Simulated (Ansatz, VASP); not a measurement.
Ru in VASP and in Ansatz

```
Ru
1.0
     2.65993    0.00000    0.00000
    -1.32997    2.30357    0.00000
     0.00000    0.00000    4.20931
Ru
2
Direct
  0.33333 0.66667 0.25000
  0.66667 0.33333 0.75000
```

Alike in both runs: task single point; functional PBE; k mesh 12 × 12 × 7; no spin polarisation.

|  | VASP | Ansatz |
| --- | --- | --- |
| version | VASP 6.6.1 | Ansatz 0.2.0 |
| potentials or method | VASP PAW PBE potentials, release 64 (Ru_pv) | plane waves, PAW |
| plane-wave cutoff (eV) | 520 | 500 |
| occupations | methfessel-paxton of order 1, width 0.05 eV | cold, width 0.05 eV |
| valence electrons in the cell | 28 | 32 |

|  | VASP | Ansatz | Ansatz less VASP |
| --- | --- | --- | --- |
| pressure (GPa) | 23.7 | 23.7 | -0.03 |
| largest component of the traceless stress (GPa) | 1.14 | 1.18 | +0.040 |

The two sets of potentials don't hold the same shells in valence.

Caveats: so large a pressure means that the cell lies far from this level's equilibrium, or that cutoff or potentials fall short (VASP).
